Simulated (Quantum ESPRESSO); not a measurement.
**KI in Quantum ESPRESSO: the effect of functional**

KI:

```xyz
2
Lattice="0.0000 3.5328 3.5328 3.5328 0.0000 3.5328 3.5328 3.5328 0.0000" Properties=species:S:1:pos:R:3 pbc="T T T"
I     3.5328    3.5328    3.5328
K     0.0000    0.0000    0.0000
```

Alike in all runs:

- Program: Quantum ESPRESSO 7.5
- Task: phonons
- k mesh: 4 × 4 × 4, shifted
- Occupations: fermi-dirac, width 0.05 eV
- Spin: no spin polarisation

Each run relaxes the cell or the atoms first.

```csv
functional,potentials or basis,cutoff,relaxed volume (Å³/atom),dielectric constant (mean),highest phonon frequency (cm⁻¹)
LDA,PseudoDojo 0.4.1 SR LDA standard,980 eV,39.60,3.12,115
BLYP,PseudoDojo 0.4.1 SR PBE standard,1007 eV,49.32,2.69,88
PW91,PseudoDojo 0.4.1 SR PBE standard,1007 eV,?,?,?
revPBE,PseudoDojo 0.4.1 SR PBE standard,1007 eV,50.24,2.62,73
vdW-DF-cx,PseudoDojo 0.4.1 SR PBE standard,1007 eV,44.09,2.88,103
```

Task: What does the run with functional PW91 give?

Result: Relaxed volume 46.20 Å³/atom; dielectric constant 2.80 mean; highest phonon frequency 84 cm⁻¹.

Caveats: the potentials were made for another functional, which shifts forces and pressure (some runs); the relaxation stopped at its first step, so nothing moved (some runs).

Runs at the PBE level aren't shown here.
